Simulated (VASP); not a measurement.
AlN: single point with r2SCAN

The system is AlN.

```
CELL_PARAMETERS angstrom
0.00000 2.02196 2.02196
2.02196 0.00000 2.02196
2.02196 2.02196 0.00000
ATOMIC_POSITIONS crystal
Al 0.50000 0.50000 0.50000
N 0.00000 0.00000 0.00000
```

Measurements of this composition are mostly on another form, of space group No. 186.

```yaml
Program: VASP 6.6.1
Task: single point
Functional: r2SCAN
Potentials_or_basis: VASP PAW PBE potentials, release 64 (Al, N)
Cutoff: 520 eV
k_mesh: 10 × 10 × 10
Occupations: gaussian, width 0.02 eV
Spin: no spin polarisation
```

```yaml
Pressure: -2.0 GPa
Band_gap_on_the_k_mesh: 5.48 eV, indirect (least direct gap 6.51 eV)
```

Levels at points of the mesh, in eV from the valence-band top:
```tsv
k point	band 1	band 2	band 3	band 4	band 5	band 6	band 7	band 8	band 9
(0.00, 0.00, 0.00)	-18.40	0.00	0.00	0.00	6.51	12.91	12.91	12.91	18.57
(0.50, 0.00, 0.00)	-15.16	-8.44	-1.15	-1.15	6.91	11.90	11.90	14.63	17.47
(0.50, 0.50, 0.00)	-14.19	-7.54	-2.89	-2.89	5.48	5.98	15.37	18.69	18.69
```

Wall time 17 s on 1 thread of Intel(R) Xeon(R) 6975P-C (Granite Rapids), with other jobs on the host, peak memory 0.14 GiB.

Caveat: the PAW data sets were made with another functional, which shifts forces and pressure a little. A k mesh can miss the band edges.
